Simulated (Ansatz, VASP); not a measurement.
# H in VASP and in Ansatz

```
CELL_PARAMETERS angstrom
2.64964 0.00000 0.00000
0.00000 2.64964 -0.01325
0.00000 -0.00490 0.98049
ATOMIC_POSITIONS crystal
H 0.00000 0.00000 0.50000
```

Change from the starting cell: strain -0.0100 x Voigt [0, 0, 0, 1, 0, 0], atoms carried along.

Alike in both runs: task single point; functional LDA; k mesh 10 × 10 × 26; occupations gaussian, width 0.05 eV; no spin polarisation.

```csv
,VASP,Ansatz
version,VASP 6.6.1,Ansatz 0.2.0
potentials or method,"VASP PAW LDA potentials, release 64 (H)","scalar-relativistic, plane waves, PAW"
plane-wave cutoff (eV),520,420
valence electrons in the cell,1,1
```

```tsv
	VASP	Ansatz	Ansatz less VASP
gap on the k mesh at the Fermi level (eV)	none	none	-
pressure (GPa)	1.3	1.5	+0.15
largest component of the traceless stress (GPa)	2.67	2.39	-0.275
```

A gap of «none» marks a metal or a gap that the smearing closes.
